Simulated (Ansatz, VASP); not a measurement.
# Two plane-wave programs on SrO

```
Sr O
1.0
     0.00000    2.59737    2.59737
     2.59737    0.00000    2.59737
     2.59737    2.59737    0.00000
Sr O
1 1
Direct
  0.50000 0.50000 0.50000
  0.00000 0.00000 0.00000
```

Alike in both runs: functional PBE; k mesh 8 × 8 × 8; occupations gaussian, width 0.02 eV; no spin polarisation.

Ansatz relaxed the structure, and its values are those at the end. VASP's run is a single point on that final structure, the one shown.

|  | VASP | Ansatz |
| --- | --- | --- |
| version | VASP 6.6.1 | Ansatz 0.2.0 |
| potentials or method | VASP PAW PBE potentials, release 64 (Sr_sv, O) | scalar-relativistic, plane waves, PAW |
| plane-wave cutoff (eV) | 520 | 420 |
| valence electrons in the cell | 16 | 16 |

VASP gave:

| Item | Value |
| --- | --- |
| gap on the k mesh at the Fermi level (eV) | 3.28 |
| least direct gap on the mesh (eV) | 3.39 |
| pressure (GPa) | 0.5 |

Q: Estimate Ansatz's values.

A: gap on the k mesh at the Fermi level (eV): 3.33; least direct gap on the mesh (eV): 3.42; pressure (GPa): 0.0.

A k mesh can miss the band edges. PBE gaps usually lie below the measured ones, often by a third to a half.
